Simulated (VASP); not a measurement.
AlN, 4 atoms in the cell. It takes space group P6_3mc (No. 186, hexagonal). The conventional cell has a = 3.113 Å, b = 3.113 Å, c = 4.982 Å, α = 90.00°, β = 90.00°, γ = 120.00°. Al (site symmetry 3m) has 4 N at 1.89 to 1.90 Å as nearest neighbours. N (site symmetry 3m) has 4 Al at 1.89 to 1.90 Å as nearest neighbours. The cell is a database's computed one.

| Quantity | Value |
| --- | --- |
| Program | VASP 6.6.1 |
| Task | band structure |
| Functional | r2SCAN |
| Potentials or basis | VASP PAW PBE potentials, release 64 (Al, N) |
| Cutoff | 520 eV |
| k mesh | 9 × 9 × 6 |
| Occupations | gaussian, width 0.02 eV |
| Spin | no spin polarisation |
| Further INCAR settings | ALGO = Normal; EDIFF = 1e-07; NBANDS = 16 |

Potentials or basis: VASP PAW PBE potentials, release 64 (Al, N).

Run with:

```sh
$ cat potpaw_PBE.64/Al/POTCAR potpaw_PBE.64/N/POTCAR > POTCAR
$ mpirun -np 1 vasp_std > vasp.out
```

Hardware: 1 thread of Intel(R) Xeon(R) 6975P-C (Granite Rapids), on a shared host.

Question: Estimate the wall time of this run.

Answer: Run time: 2.2 min on 1 thread of Intel(R) Xeon(R) 6975P-C (Granite Rapids), with other jobs on the host, peak memory 0.23 GiB. Counts: scf iterations 32, k points 100.
